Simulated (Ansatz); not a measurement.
I need a convergence test of the k-point mesh of PbS, space group R3m. Use Ansatz 0.2.0 through its Python package. Use (first run): r2SCAN, PAW, the default cutoff (500 eV here), 2×2×2 k-points, Methfessel-Paxton smearing of 0.02 eV. The script varies mesh: (2, 2, 2), (4, 4, 4), (6, 6, 6), (8, 8, 8).

`POSCAR`
```text
PbS
1.0
   2.11266171    1.21974580    3.45191625
  -2.11266171    1.21974580    3.45191625
   0.00000000   -2.43949161    3.45191625
Pb S
1 1
Direct
   0.98056578    0.98056578    0.98056578
   0.47503555    0.47503555    0.47503555
```

`pbs_kconv.py`:
```python
# -*- coding: utf-8 -*-
import logging
import sys

import ansatz as az
from ase.io import read
from tabulate import tabulate

logging.basicConfig(stream=sys.stdout, format="[%(levelname)s] %(message)s")
logger = logging.getLogger("calc")
logger.setLevel(logging.INFO)

atoms = read("POSCAR", format="vasp")
structure = az.Crystal.from_ase(atoms)

model = structure.calculation().functional("r2scan").occupations("methfessel_paxton", width=0.02)

rows = []
for value in [(2, 2, 2), (4, 4, 4), (6, 6, 6), (8, 8, 8)]:
    r = model.kpoints(*value).run(threads=1, backend="cpu").report
    rows.append((value, r["free_energy_ev"] / len(r["lattice"]["sites"]), r["n_iterations"], r["n_kpoints"]))

print(tabulate(rows, headers=["mesh", "F/atom (eV)", "iterations", "k-points"], floatfmt=".4f", tablefmt="plain"))

for row in rows[:-1]:
    shift = 1000 * (row[1] - rows[-1][1])
    logger.info(f"{row[0]}: {shift:+.2f} meV/atom" + ("  (within 5 meV)" if abs(shift) < 5 else ""))
```

```console
$ python pbs_kconv.py
DeckWarning: basis.ecutwfc = 500 eV, auto-derived from the records' recommended cutoffs: set by Pb (their level for a meta-GGA)
mesh         F/atom (eV)    iterations    k-points
(2, 2, 2)     -6413.3786             8           4
(4, 4, 4)     -6413.9951             6          13
(6, 6, 6)     -6414.0017             7          32
(8, 8, 8)     -6414.0011             7          65
[INFO] (2, 2, 2): +622.49 meV/atom
[INFO] (4, 4, 4): +5.99 meV/atom
[INFO] (6, 6, 6): -0.56 meV/atom  (within 5 meV)
```
(Warnings from the package without file and line.)

From 6×6×6 on it stays within 5 meV an atom of the value at 8×8×8; the first row (2×2×2) is off by 622.5 meV and the last but one by 0.56 meV. It goes up and down, since the sum over k-points isn't variational.

Reading the output:
- Spin-orbit coupling, which matters for elements this heavy, is left out.
- The structure comes from a database of computed cells and needn't be a stable or known phase.
- Shifts are counted from the finest mesh, which is itself no proven limit.
- Finished in 19 s on 1 thread of Arm Neoverse V2, with other jobs on the host, peak memory 0.58 GiB.
